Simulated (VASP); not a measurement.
Here is a VASP 6.6.1 calculation.

INCAR

```
PREC     = Accurate       # precision mode
ENCUT    = 520            # plane-wave cutoff, eV
EDIFF    = 1E-7           # SCF threshold, eV
ISMEAR   = 0              # smearing method
SIGMA    = 0.1            # smearing width, eV
LREAL    = False          # projectors in reciprocal space
LASPH    = True           # aspherical terms in the spheres
NELM     = 100            # most SCF steps
ALGO     = Fast           # electronic algorithm
ISIF     = 2              # what is computed and relaxed
LWAVE    = False          # write WAVECAR
LCHARG   = False          # write CHGCAR
ISPIN    = 2              # spin polarisation
MAGMOM   = 5              # initial moments
LORBIT   = 11             # projections on sites
LMAXMIX  = 6              # l up to which the mixer works
GGA      = CA             # functional
NBANDS   = 18             # bands
```

Contents of KPOINTS:

```
Automatic mesh
0
Gamma
  10 10 10
```

POSCAR

```
Sm
1.0
   -1.8173030691      1.8173030691      2.5609871902
    1.8173030691     -1.8173030691      2.5609871902
    1.8173030691      1.8173030691     -2.5609871902
Sm
1
Cartesian
    0.0000000000      0.0000000000      0.0000000000
```

Potentials or basis: VASP PAW PBE potentials, release 64 (Sm).

Run with:

```sh
$ cat potpaw_PBE.64/Sm/POTCAR > POTCAR
$ mpirun -np 1 vasp_std > vasp.out
```

(1) What does it give for the band gap on the k mesh?

(2) What does it give for the site moments?

(3) Predict the net moment.

(4) Estimate the pressure.

Answers

(1) none (metal or under the smearing width).

(2) Sm +5.68 μB.

(3) 6.37 μB per cell.

(4) -1.3 GPa.

Caveat: the magnetic or orbital state may not be the lowest; the PAW data sets were made with another functional, which shifts forces and pressure a little; spin-orbit coupling is left out, which moves the levels of the heavy elements.
